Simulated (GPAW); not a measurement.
FeSi2 (Linzhiite):

```
CELL_PARAMETERS angstrom
2.68400 0.00000 0.00000
0.00000 2.68400 0.00000
0.00000 0.00000 5.12800
ATOMIC_POSITIONS crystal
Fe 0.00000 0.00000 0.00000
Si 0.50000 0.50000 0.73000
Si 0.50000 0.50000 0.27000
```

| Property | Result |
| --- | --- |
| Program | GPAW 26.7.0 |
| Task | relaxation of cell and atoms |
| Functional | PBEsol |
| Dispersion | D3(BJ) |
| Potentials or basis | PAW data sets generated in the run's folder for this functional |
| Cutoff | 600 eV |
| Basis | pw |
| k mesh | 7 × 7 × 4 |
| Occupations | fermi-dirac, width 0.05 eV |
| Spin | collinear spin, ferromagnetic start |
| Starting moments | [3.0, 0.0, 0.0] μB |

At the start: pressure -4.3 GPa; volume 12.31 Å³/atom.

Where does the relaxation end?

Over 5 steps the energy falls by 6.1 meV/atom and the volume is 12.03 Å³/atom (-2.3 %); space group P4/mmm (No. 123, to 0.05 Å); moment 0.11 μB per cell.

Step by step:
```
step  energy change (eV)  largest force (eV/Å)  pressure (GPa)  volume (Å³)
   1              0.0000                0.4017           -4.28        36.94
   2             -0.0082                0.2415           -3.59        36.77
   3             -0.0171                0.1455           -1.04        36.24
   4             -0.0178                0.0811           -0.72        36.19
   5             -0.0182                0.0036            0.00        36.08
```

Final structure:
```yaml
crystal:
  lattice:
    - [2.66619, 0.00000, 0.00000]
    - [0.00000, 2.66619, 0.00000]
    - [0.00000, 0.00000, 5.07594]
  atoms:
    - { symbol: Fe, position: [0.00000, 0.00000, 0.00000] }
    - { symbol: Si, position: [0.50000, 0.50000, 0.72705] }
    - { symbol: Si, position: [0.50000, 0.50000, 0.27295] }
```

Caveat: each step starts from the last one's moments, so a moment once lost doesn't come back; later steps reuse the first step's grids; pairwise dispersion overbinds metals, which lowers pressure and volume.
